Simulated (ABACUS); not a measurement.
Bi:

```
Bi
1.0
    -1.98143    1.98143    1.98143
     1.98143   -1.98143    1.98143
     1.98143    1.98143   -1.98143
Bi
1
Direct
  0.00000 0.00000 0.00000
```

This isn't the form of Bi at room conditions, which is rhombohedral.

```yaml
Program: ABACUS 3.10.1
Task: relaxation of cell and atoms
Functional: SOGGA
Potentials_or_basis: SG15 ONCV 1.2 PBE
Cutoff: 898 eV
Density_cutoff: 3592 eV
Basis: plane waves
k_mesh: 7 × 7 × 7
Occupations: fermi-dirac, width 0.05 eV
Spin: no spin polarisation
```

At the start: pressure -1.8 GPa; volume 31.12 Å³/atom.

Question: How do energy, volume and symmetry change on relaxing?

Answer: Over 3 steps the energy falls by 5.8 meV/atom and the volume is 30.14 Å³/atom (-3.1 %); space group Im-3m (No. 229, to 0.05 Å).

Step by step:
| step | energy change (eV) | largest force (eV/Å) | pressure (GPa) | volume (Å³) |
| --- | --- | --- | --- | --- |
| 1 | 0.0000 | 0.0000 | -1.84 | 31.12 |
| 2 | -0.0029 | 0.0000 | 1.45 | 29.48 |
| 3 | -0.0058 | 0.0000 | 0.00 | 30.14 |

Final structure:
```yaml
crystal:
  lattice:
    - [-1.96044, 1.96044, 1.96044]
    - [1.96044, -1.96044, 1.96044]
    - [1.96044, 1.96044, -1.96044]
  atoms:
    - { symbol: Bi, position: [0.00000, 0.00000, 0.00000] }
```

Caveat: the potentials were made for another functional, which shifts forces and pressure.
